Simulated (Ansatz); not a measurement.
The system is SnSe.

```xyz
2
Lattice="0.0000 3.3908 3.3908 3.3908 0.0000 3.3908 3.3908 3.3908 0.0000" Properties=species:S:1:pos:R:3 pbc="T T T"
Sn    0.0000    0.0000    0.0000
Se    5.0863    5.0863    5.0863
```

The cell was built by a generator and needn't be a form met in nature.

Base run:

```yaml
Program: Ansatz 0.2.0
Functional: r2SCAN50
Potentials_or_basis: Ansatz PAW
Cutoff: "500 eV (not typed: the program's choice for these potentials)"
k_mesh: 4 × 4 × 4
Occupations: fermi-dirac, width 0.05 eV
Spin: no spin polarisation
```

Its results: band gap on the k mesh 2.00 eV, indirect (least direct gap 2.83 eV); pressure -1.2 GPa.

Task: After a change of settings the same cell gave: band gap on the k mesh 0.87 eV, indirect (least direct gap 1.55 eV); pressure 1.0 GPa. Which change was it?
A. functional from r2SCAN50 to PBEsol0; cutoff from 500 eV (not typed: the program's choice for these potentials) to 420 eV (not typed: the program's choice for these potentials)
B. functional from r2SCAN50 to PBE0; cutoff from 500 eV (not typed: the program's choice for these potentials) to 420 eV (not typed: the program's choice for these potentials)
C. functional from r2SCAN50 to HSEsol; cutoff from 500 eV (not typed: the program's choice for these potentials) to 420 eV (not typed: the program's choice for these potentials)
D. functional from r2SCAN50 to B3LYP; cutoff from 500 eV (not typed: the program's choice for these potentials) to 420 eV (not typed: the program's choice for these potentials)

Result: D.

Caveats: spin-orbit coupling is left out, which moves the levels of the heavy elements; the PAW data sets come from PBE, with cores solved anew for the run's functional, which leaves a small shift of forces and pressure; the thresholds are loose for stress.
